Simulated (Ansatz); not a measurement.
AlCo under strain

Theory: DFT PBE, scalar-relativistic, plane waves, PAW in Ansatz 0.2.0. Settings: 420 eV cutoff, 18×18×18 k-mesh, Gaussian smearing of 0.10 eV, no spin polarisation.

Reference structure (relaxed):

```xyz
2
Lattice="2.8519 0.0000 0.0000 0.0000 2.8519 0.0000 0.0000 0.0000 2.8519" Properties=species:S:1:pos:R:3 pbc="T T T"
Al    0.0000    0.0000    0.0000
Co    1.4260    1.4260    1.4260
```

Deformation: uniaxial strain along a, with the lengths of b and c and the atoms relaxed and the angles held, all within the symmetry that the strain leaves. Energies are extrapolated to zero smearing.

```
strain (%)  ΔE (meV/atom) a (Å) b (Å) c (Å)
      -3.0            8.7  2.766  2.876  2.876
      -2.0            3.7  2.795  2.868  2.868
      -1.0            0.9  2.823  2.860  2.860
      +0.0            0.0  2.852  2.852  2.852
      +1.0            0.9  2.880  2.843  2.843
      +2.0            3.2  2.909  2.834  2.834
      +3.0            6.5  2.937  2.825  2.825
```

(1) What stiffness (1/V) d²E/dε² at zero strain does a cubic fit over all points give?

(2) How does the free axis b answer a small strain?

Answers

(1) A cubic fit gives (1/V) d²E/dε² = 233 GPa at zero strain (Young's modulus along this axis, angles held).

(2) Between the innermost points its strain is -0.29 times the applied one.